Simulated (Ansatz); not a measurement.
**Calibrating B2PLYP/def2-TZVPP on O-containing radicals**

The atomisation energy (no zero-point term) in kJ/mol of 7 O-containing radicals: x at B2PLYP/def2-TZVPP, y at CCSD(T)/CBS estimate. Shapes, held fixed at every level: PBE0-D4/def2-TZVP. Flexible molecules stand in one conformer, not always the lowest. Programs: Ansatz 0.2.0.

```
                      molecule  x (kJ/mol)  y (kJ/mol)
        C3H5O (SMILES C=CC[O])        3509        3525
CH7OSi2 (SMILES CO[SiH][SiH3])        3555        3601
              Al(CH2)(CH3)(OH)        3613           ?
     C3H6O (SMILES C[C](C)[O])        3727        3744
     C2H7OSi (SMILES CC[SiH]O)        3985        4028
  C3H5O2 (SMILES [CH2]OC(C)=O)        4072        4094
      C4H9O (SMILES [CH2]COCC)        5313        5356
```

Q: Fit y = c + s·x to the known rows and predict y for Al(CH2)(CH3)(OH).

A: 
1. Means of the 6 rows: x = 4026.83, y = 4058.0.
2. Σ(Δx)² = 2238693, Σ(Δx·Δy) = 2258106, so the slope is 2258106/2238693 = 1.0087.
3. Intercept: 4058.0 − (1.0087) × 4026.83 = -3.9. The largest residual of the fit is 19.
4. Al(CH2)(CH3)(OH): -3.9 + 1.0087 × 3613 = 3641 kJ/mol.

CCSD(T)/CBS estimate gives 3652 kJ/mol, so the prediction is off by -11 kJ/mol, within the largest residual. Uncorrected, B2PLYP/def2-TZVPP misses it by -39 kJ/mol, and the other rows by 31 on average. The line removes about 70 % of this miss. C4H9O lies far out in x and weighs most in the slope. Left out in turn, the other rows are missed by 15 kJ/mol on average, so much of the error is systematic among these molecules. Open shells run unrestricted. The CBS estimate extrapolates MP2 from def2-TZVPP and def2-QZVPP and adds CCSD(T) − MP2 in the triple-zeta set, cores frozen.

B2PLYP underbinds every radical here, but the shortfall does not simply follow the total atomisation energy. It is large for both silicon compounds, the aluminium compound and the saturated ether radical C4H9O, and clearly smaller for the allyloxy, acetone-type and ester radicals. A straight line in x cannot separate these groups: CH7OSi2 and C3H5O have similar x but lie on opposite sides of it. The aluminium radical falls on the same side as the silicon compounds, so its remaining error of -11 kJ/mol looks more like a composition effect than random scatter.

Atomisation turns bonding pairs into separated, often high-spin atoms, so errors in pair correlation do not cancel and add up over the bonds. Incomplete basis convergence of the perturbative term and missing medium-range correlation probably both contribute. Silicon or aluminium content alone cannot be the cause, since C4H9O shares the large deficit; saturation and bond count vary alongside it. The fit therefore supports an average correction for similar radicals, not a transferable correction for Al–C or Al–O bonds.
